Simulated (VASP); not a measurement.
# Metal contacts to WS2, part 2 of 3

Does the barrier of WS2 follow the work function of the metal under it?

VASP 6.6.1, plane waves and PAW; the level of theory is named at each step.

So far: Set-up; Relax the free sheet, PBE; Levels of the free sheet, PBE; Relax the metal slab, PBE.

### 5. Work function of the metal, PBE

Level: PBE with D3(BJ); plane waves and PAW (Pd).

INCAR reads:

```
SYSTEM = Pd
PREC = Normal
ENCUT = 330
EDIFF = 1E-06
NELM = 120
ISMEAR = 1
SIGMA = 0.1
LREAL = Auto
ALGO = Fast
GGA = PE
IVDW = 12
NBANDS = 99
LASPH = .TRUE.
LORBIT = 11
LWAVE = .FALSE.
LCHARG = .FALSE.
KPAR = 4
IDIPOL = 3
LDIPOL = .TRUE.
DIPOL = 0.5 0.5 0.384
LVHAR = .TRUE.
LVACPOTAV = .TRUE.
NEDOS = 1500
```

POSCAR reads:

```
Pd
1.0
    4.7349934200      2.7337497260      0.0000000000
   -4.7349934200      2.7337497260      0.0000000000
    0.0000000000      0.0000000000     29.6258552790
Pd
16
Selective dynamics
Direct
    0.0000000000      0.0000000000      0.2700343980  F F F
    0.0000000000      0.5000000000      0.2700343980  F F F
    0.5000000000      0.0000000000      0.2700343980  F F F
    0.5000000000      0.5000000000      0.2700343980  F F F
    0.1666666670      0.3333333330      0.3462175190  F F F
    0.1666666670      0.8333333330      0.3462175190  F F F
    0.6666666670      0.3333333330      0.3462175190  F F F
    0.6666666670      0.8333333330      0.3462175190  F F F
    0.3333333330      0.1666666670      0.4220451955  T T T
    0.3333333330      0.6666666670      0.4220451955  T T T
    0.8333333330      0.1666666670      0.4220451955  T T T
    0.8333333330      0.6666666670      0.4220451955  T T T
    0.0000000000      0.0000000000      0.4988906851  T T T
    0.0000000000      0.5000000000      0.4988906851  T T T
    0.5000000000      0.0000000000      0.4988906851  T T T
    0.5000000000      0.5000000000      0.4988906851  T T T
```

KPOINTS reads:

```
Automatic mesh
0
Gamma
9 9 1
0 0 0
```

Potentials, in the order of the species: Pd (PBE family, release 64).

The run is started by

```sh
$ mpirun -np 4 vasp_std
```

The program printed:

```text
[... set-up lines as in an earlier step ...]
 entering main loop
       N       E                     dE             d eps       ncg     rms          rms(c)
DAV:   1     0.879144250205E+03    0.87914E+03   -0.56119E+04  2416   0.953E+02
DAV:   2    -0.310659973844E+02   -0.91021E+03   -0.84955E+03  2853   0.248E+02
DAV:   3    -0.817306007341E+02   -0.50665E+02   -0.45714E+02  2728   0.561E+01
DAV:   4    -0.831412263352E+02   -0.14106E+01   -0.13822E+01  2876   0.983E+00
[...]
RMM:  27    -0.790919307250E+02   -0.51374E-05   -0.16434E-07   790   0.879E-04    0.224E-03
RMM:  28    -0.790919345818E+02   -0.38568E-05   -0.11894E-07   725   0.819E-04    0.204E-03
RMM:  29    -0.790919352884E+02   -0.70664E-06   -0.36426E-08   446   0.694E-04
 [... a notice as in an earlier step ...]

   1 F= -.87170278E+02 E0= -.87164799E+02  d E =-.164380E-01
```

The job ended after 2.5 min (4 MPI ranks of Intel Xeon Platinum 8259CL at 2.50GHz (Skylake/Cascade Lake), shared host; peak memory 1.8 GiB).

Parts of OUTCAR (step 5):

```text
 Edisp (eV)   -8.07834

  Total      -6.41931    -6.41931     0.82460     0.00000     0.00000     0.00000
  in kB     -13.40972   -13.40972     1.72255     0.00000     0.00000     0.00000
  external pressure =       -8.37 kB  Pullay stress =        0.00 kB

 POSITION                                       TOTAL-FORCE (eV/Angst)
 -----------------------------------------------------------------------------------
      0.00000      0.00000      8.00000        -0.000000     -0.000000     -0.156604
     -2.36750      1.36687      8.00000        -0.000000     -0.000000     -0.156604
      2.36750      1.36687      8.00000        -0.000000     -0.000000     -0.156604
      0.00000      2.73375      8.00000        -0.000000      0.000000     -0.156604
     -0.78917      1.36687     10.25699         0.000000     -0.000000      0.109418
     -3.15666      2.73375     10.25699         0.000000      0.000000      0.109418
      1.57833      2.73375     10.25699        -0.000000     -0.000000      0.109418
     -0.78917      4.10062     10.25699         0.000000     -0.000000      0.109418
      0.78917      1.36687     12.50345         0.000000      0.000000     -0.006146
     -1.57833      2.73375     12.50345         0.000000      0.000000     -0.006146
      3.15666      2.73375     12.50345         0.000000      0.000000     -0.006146
      0.78917      4.10062     12.50345         0.000000      0.000000     -0.006146
      0.00000      0.00000     14.78006        -0.000000      0.000000      0.053333
     -2.36750      1.36687     14.78006         0.000000     -0.000000      0.053333
      2.36750      1.36687     14.78006        -0.000000     -0.000000      0.053333
      0.00000      2.73375     14.78006         0.000000     -0.000000      0.053333
 -----------------------------------------------------------------------------------
    total drift:                                0.000003     -0.000004      0.077492

  FREE ENERGIE OF THE ION-ELECTRON SYSTEM (eV)
  ---------------------------------------------------
  free  energy   TOTEN  =       -87.1702782631 eV

  energy  without entropy=      -87.1538402510  energy(sigma->0) =      -87.16479893

[... 1 part as in an earlier step ...]

[... 2 further parts left out ...]
[key lines of the parts left out:]
E-fermi :  -0.6650
```

Read from the output:

```
energy(sigma→0) of the program      : -87.1648 eV
work function, upper and lower side : 5.30, 5.30 eV
```

VASP warns that it found no field-free region by its own threshold; the planar potential, read 60 % of the way from the top atom to the cell's edge, stands at 5.30 eV above the Fermi level.

### 6. Relax the contact, PBE

The sheet is set on the slab and relaxes with the two upper layers.

Level: PBE with D3(BJ), no spin polarisation; plane waves and PAW (Pd, W_sv, S).

System, named by how it was started: Pd16W3S6 (WS2 on Pd). The cell holds 25 atoms: 16 Pd, 3 W and 6 S. Its edges and angles: a = 5.467 Å, b = 5.467 Å, c = 29.626 Å, α = 90.0°, β = 90.0°, γ = 120.0°. It derives from WS2. WS2 on 4 layers of Pd, the metal strained to the sheet. Vacuum lies along c.

INCAR reads:

```
SYSTEM = Pd16W3S6
PREC = Normal
ENCUT = 330
EDIFF = 1E-05
NELM = 120
ISMEAR = 1
SIGMA = 0.1
LREAL = Auto
ALGO = Fast
GGA = PE
IVDW = 12
NBANDS = 140
LASPH = .TRUE.
LORBIT = 11
LWAVE = .FALSE.
LCHARG = .FALSE.
KPAR = 4
IBRION = 2
NSW = 50
ISIF = 2
EDIFFG = -0.03
POTIM = 0.5
MAXMIX = 40
IDIPOL = 3
LDIPOL = .TRUE.
DIPOL = 0.5 0.5 0.478
```

POSCAR reads:

```
Pd16W3S6
1.0
    4.7349934200      2.7337497260      0.0000000000
   -4.7349934200      2.7337497260      0.0000000000
    0.0000000000      0.0000000000     29.6258552790
Pd W S
16 3 6
Selective dynamics
Direct
    0.0000000000      0.0000000000      0.2700343980  F F F
    0.0000000000      0.5000000000      0.2700343980  F F F
    0.5000000000      0.0000000000      0.2700343980  F F F
    0.5000000000      0.5000000000      0.2700343980  F F F
    0.1666666670      0.3333333330      0.3462175190  F F F
    0.1666666670      0.8333333330      0.3462175190  F F F
    0.6666666670      0.3333333330      0.3462175190  F F F
    0.6666666670      0.8333333330      0.3462175190  F F F
    0.3333333330      0.1666666670      0.4220451960  T T T
    0.3333333330      0.6666666670      0.4220451960  T T T
    0.8333333330      0.1666666670      0.4220451960  T T T
    0.8333333330      0.6666666670      0.4220451960  T T T
    0.0000000000      0.0000000000      0.4988906850  T T T
    0.0000000000      0.5000000000      0.4988906850  T T T
    0.5000000000      0.0000000000      0.4988906850  T T T
    0.5000000000      0.5000000000      0.4988906850  T T T
    0.3333333330      0.3333333330      0.6432727610  T T T
    0.6666666670      0.0000000000      0.6432727610  T T T
    0.0000000000      0.6666666670      0.6432727610  T T T
    0.3333333330      0.0000000000      0.5900272940  T T T
    0.6666666670      0.6666666670      0.5900272940  T T T
    0.0000000000      0.3333333330      0.5900272940  T T T
    0.3333333330      0.0000000000      0.6965182270  T T T
    0.6666666670      0.6666666670      0.6965182270  T T T
    0.0000000000      0.3333333330      0.6965182270  T T T
```

KPOINTS reads:

```
Automatic mesh
0
Gamma
6 6 1
0 0 0
```

PAW data sets: Pd, W_sv and S (PBE family, release 64).

The run is started by

```sh
$ mpirun -np 4 vasp_std
```

The program printed:

```text
[banner, memory and clock lines left out]
running    4 mpi-ranks, on    1 nodes
[...]
LDA part: xc-table for (Slater+PW92), standard interpolation
 POSCAR, INCAR and KPOINTS ok, starting setup
[...]
entering main loop
       N       E                     dE             d eps       ncg     rms          rms(c)
DAV:   1     0.151282215068E+04    0.15128E+04   -0.95326E+04  2440   0.109E+03
DAV:   2    -0.550412625584E+02   -0.15679E+04   -0.15081E+04  2512   0.308E+02
DAV:   3    -0.154380899389E+03   -0.99340E+02   -0.93083E+02  2648   0.724E+01
DAV:   4    -0.158661248985E+03   -0.42803E+01   -0.42254E+01  2984   0.144E+01
[...]
RMM:  37    -0.150503109794E+03   -0.63304E-04   -0.31953E-05  1474   0.111E-02    0.216E-02
RMM:  38    -0.150503177454E+03   -0.67660E-04   -0.28547E-05  1423   0.919E-03    0.130E-02
RMM:  39    -0.150503175514E+03    0.19402E-05   -0.38478E-06  1078   0.355E-03
   1 F= -.16302457E+03 E0= -.16302350E+03  d E =-.163025E+03
[... from here on, the cycles between the ionic steps are left out ...]
   2 F= -.16306639E+03 E0= -.16306525E+03  d E =-.418178E-01
   4 F= -.16310225E+03 E0= -.16310093E+03  d E =-.183821E-01
   7 F= -.16320947E+03 E0= -.16320850E+03  d E =-.780573E-01
  10 F= -.16324033E+03 E0= -.16323929E+03  d E =-.278037E-01
  13 F= -.16327737E+03 E0= -.16327602E+03  d E =-.100800E-01
  16 F= -.16331932E+03 E0= -.16331762E+03  d E =-.332778E-01
  19 F= -.16334524E+03 E0= -.16334374E+03  d E =-.883393E-02
  22 F= -.16336641E+03 E0= -.16336512E+03  d E =-.300013E-01
  25 F= -.16341806E+03 E0= -.16341671E+03  d E =-.119439E-01
  28 F= -.16342717E+03 E0= -.16342568E+03  d E =-.621239E-02
  31 F= -.16343328E+03 E0= -.16343150E+03  d E =-.486839E-02
  34 F= -.16343553E+03 E0= -.16343365E+03  d E =-.974276E-03
  37 F= -.16343577E+03 E0= -.16343388E+03  d E =-.213510E-03
  38 F= -.16343585E+03 E0= -.16343397E+03  d E =-.817128E-04
 trial-energy change:   -0.000082  1 .order   -0.000111   -0.000186   -0.000037
 step:   1.1198(harm=  1.1198)  dis= 0.00076  next Energy=  -163.435887 (dE=-0.116E-03)
 reached required accuracy - stopping structural energy minimisation
```

Wall time 35 min (4 MPI ranks); peak memory 2.1 GiB; 2.3 h of CPU time.

OUTCAR, selected parts (step 6):

```text
 Edisp (eV)  -12.86824

 Edisp (eV)  -12.86909

  Total      -3.96217    -3.96217    -0.89867    -0.00001     0.00000     0.00000
  in kB      -8.27683    -8.27683    -1.87730    -0.00002     0.00000     0.00000
  external pressure =       -6.14 kB  Pullay stress =        0.00 kB

 POSITION                                       TOTAL-FORCE (eV/Angst)
 -----------------------------------------------------------------------------------
      0.00000      0.00000      8.00000         0.000000     -0.000000     -0.158385
     -2.36750      1.36687      8.00000        -0.008836     -0.005242     -0.195607
      2.36750      1.36687      8.00000        -0.000122      0.010273     -0.195607
      0.00000      2.73375      8.00000         0.008957     -0.005031     -0.195607
     -0.78917      1.36687     10.25699        -0.006168      0.014539      0.201799
     -3.15666      2.73375     10.25699         0.015675     -0.001928      0.201799
      1.57833      2.73375     10.25699         0.000000     -0.000000      0.214595
     -0.78917      4.10062     10.25699        -0.009508     -0.012611      0.201799
      0.77571      1.37723     12.51799        -0.003595      0.002006     -0.000983
     -1.57833      2.73375     12.51055        -0.000000     -0.000000      0.013612
      3.15442      2.71692     12.51799         0.000060     -0.004116     -0.000983
      0.80487      4.10710     12.51799         0.003535      0.002111     -0.000983
      0.00000      0.00000     14.79697         0.000000     -0.000000     -0.006305
      2.40075      4.08028     14.81388         0.004814     -0.002423     -0.001966
[...]
-----------------------------------------------------------------------------------
    total drift:                               -0.000002     -0.000509      0.100963

  FREE ENERGIE OF THE ION-ELECTRON SYSTEM (eV)
  ---------------------------------------------------
  free  energy   TOTEN  =      -163.4358525219 eV

  energy  without entropy=     -163.4301924880  energy(sigma->0) =     -163.43396584

[... 2 parts as in an earlier step ...]

[... 2 further parts left out ...]
[key lines of the parts left out:]
E-fermi :   2.2091
```

Read from the output:

* energy(sigma→0) of the program: -163.4340 eV
* ionic steps: 38

### 7. Levels of the contact, PBE

The shift of the core potential in the sheet carries its free levels over.

Level: PBE with D3(BJ), no spin polarisation; plane waves and PAW (Pd, W_sv, S).

INCAR reads:

```
SYSTEM = Pd16W3S6
PREC = Normal
ENCUT = 330
EDIFF = 1E-06
NELM = 120
ISMEAR = 1
SIGMA = 0.1
LREAL = .FALSE.
ALGO = Fast
GGA = PE
IVDW = 12
NBANDS = 140
LASPH = .TRUE.
LORBIT = 11
LWAVE = .FALSE.
LCHARG = .TRUE.
KPAR = 4
IDIPOL = 3
LDIPOL = .TRUE.
DIPOL = 0.5 0.5 0.473
LVHAR = .TRUE.
LVACPOTAV = .TRUE.
NEDOS = 1500
```

POSCAR reads:

```
Pd16W3S6
1.0
    4.7349934200      2.7337497260      0.0000000000
   -4.7349934200      2.7337497260      0.0000000000
    0.0000000000      0.0000000000     29.6258552790
Pd W S
16 3 6
Selective dynamics
Direct
    0.0000000000      0.0000000000      0.2700343980  F F F
    0.0000000000      0.5000000000      0.2700343980  F F F
    0.5000000000      0.0000000000      0.2700343980  F F F
    0.5000000000      0.5000000000      0.2700343980  F F F
    0.1666666670      0.3333333330      0.3462175190  F F F
    0.1666666670      0.8333333330      0.3462175190  F F F
    0.6666666670      0.3333333330      0.3462175190  F F F
    0.6666666670      0.8333333330      0.3462175190  F F F
    0.3338069694      0.1699823726      0.4225358863  T T T
    0.3333333330      0.6666666670      0.4222849505  T T T
    0.8300176274      0.1638245978      0.4225358863  T T T
    0.8361754022      0.6661930306      0.4225358863  T T T
    0.0000000000      0.0000000000      0.4994614329  T T T
    0.9997894879      0.4927672986      0.5000322524  T T T
    0.4929778107      0.0002105121      0.5000322524  T T T
    0.5072327014      0.5070221893      0.5000322524  T T T
    0.3333979095      0.3332931832      0.6302924079  T T T
    0.6667068168      0.0001047263      0.6302924079  T T T
    0.9998952737      0.6666020905      0.6302924079  T T T
    0.3343359576      0.9999369460      0.5765113028  T T T
    0.6656009884      0.6656640424      0.5765113028  T T T
    0.0000630540      0.3343990116      0.5765113028  T T T
    0.3335945405      0.9999843263      0.6835090603  T T T
    0.6663897858      0.6664054595      0.6835090603  T T T
    0.0000156737      0.3336102142      0.6835090603  T T T
```

KPOINTS reads:

```
Automatic mesh
0
Gamma
9 9 1
0 0 0
```

The run is started by

```sh
$ mpirun -np 4 vasp_std
```

The program printed:

```text
[banner, memory and clock lines left out]
running    4 mpi-ranks, on    1 nodes
[...]
|                                                                             |
|               ----> ADVICE to this user running VASP <----                  |
|                                                                             |
|     You have a (more or less) 'large supercell' and for larger cells it     |
|     might be more efficient to use real-space projection operators.         |
|     Therefore, try LREAL= Auto in the INCAR file.                           |
|     Mind: For very accurate calculation, you might also keep the            |
|     reciprocal projection scheme (i.e. LREAL=.FALSE.).                      |
|                                                                             |

 LDA part: xc-table for (Slater+PW92), standard interpolation
 POSCAR, INCAR and KPOINTS ok, starting setup
[...]
entering main loop
       N       E                     dE             d eps       ncg     rms          rms(c)
DAV:   1     0.151310634347E+04    0.15131E+04   -0.95663E+04  4632   0.109E+03
DAV:   2    -0.551053408143E+02   -0.15682E+04   -0.15090E+04  4748   0.309E+02
DAV:   3    -0.154342605142E+03   -0.99237E+02   -0.93075E+02  4880   0.727E+01
DAV:   4    -0.158734908493E+03   -0.43923E+01   -0.43308E+01  5552   0.146E+01
[...]
RMM:  42    -0.150595061065E+03   -0.15740E-05   -0.22440E-07  2001   0.944E-04    0.230E-03
RMM:  43    -0.150595062784E+03   -0.17189E-05   -0.10748E-07  1494   0.705E-04    0.190E-03
RMM:  44    -0.150595063359E+03   -0.57528E-06   -0.38802E-08  1110   0.609E-04
 [... a notice as in an earlier step ...]

   1 F= -.16346415E+03 E0= -.16346592E+03  d E =0.530637E-02
```

Run time: 14 min. Hardware: 4 MPI ranks; peak memory 2.8 GiB; 56 min of CPU time.

OUTCAR, selected parts (step 7):

```text
 Edisp (eV)  -12.86909

  Total      -4.47714    -4.47714    -0.29094    -0.00001     0.00000     0.00000
  in kB      -9.35260    -9.35260    -0.60776    -0.00002     0.00000     0.00000
  external pressure =       -6.44 kB  Pullay stress =        0.00 kB

 POSITION                                       TOTAL-FORCE (eV/Angst)
 -----------------------------------------------------------------------------------
      0.00000      0.00000      8.00000         0.000000     -0.000000     -0.178011
     -2.36750      1.36687      8.00000        -0.009278     -0.004801     -0.209568
      2.36750      1.36687      8.00000         0.000482      0.010436     -0.209568
      0.00000      2.73375      8.00000         0.008797     -0.005635     -0.209568
     -0.78917      1.36687     10.25699        -0.008975      0.010361      0.187628
     -3.15666      2.73375     10.25699         0.013460      0.002592      0.187628
      1.57833      2.73375     10.25699         0.000000     -0.000000      0.190186
     -0.78917      4.10062     10.25699        -0.004485     -0.012953      0.187628
      0.77571      1.37723     12.51799        -0.010117      0.003363      0.004687
     -1.57833      2.73375     12.51055         0.000000     -0.000000      0.016161
      3.15442      2.71692     12.51799         0.002147     -0.010443      0.004687
      0.80487      4.10710     12.51799         0.007971      0.007080      0.004687
      0.00000      0.00000     14.79697         0.000000     -0.000000      0.009429
      2.40075      4.08028     14.81388         0.024320     -0.005308      0.021388
[...]
-----------------------------------------------------------------------------------
    total drift:                               -0.000001     -0.000503      0.002435

  FREE ENERGIE OF THE ION-ELECTRON SYSTEM (eV)
  ---------------------------------------------------
  free  energy   TOTEN  =      -163.4641536479 eV

  energy  without entropy=     -163.4694600148  energy(sigma->0) =     -163.46592244

[... 1 part as in an earlier step ...]

[... 2 further parts left out ...]
[key lines of the parts left out:]
E-fermi :   2.1900
```

This run gave:

| Property | Result |
| --- | --- |
| energy(sigma→0) of the program | -163.4659 eV |
| work function, upper and lower side | 4.77, 5.30 eV |

VASP warns that it found no field-free region by its own threshold; the planar potential, read 60 % of the way from the top atom to the cell's edge, stands at 4.78 eV above the Fermi level.

(Part 2 of 3 ends here.)

[Lines on the potential files, build, host, timing and source positions are cut from VASP's logs without a mark.]

[Logs are printed without paths, hosts, clocks, repeated set-up lines and the standing remarks that a program may print on its own settings, such as how far it seeks lower states.]

[Hosts, paths, dates, database ids (printed as entryN), source tags and the programs' standing remarks are cut or masked in the printed files.]
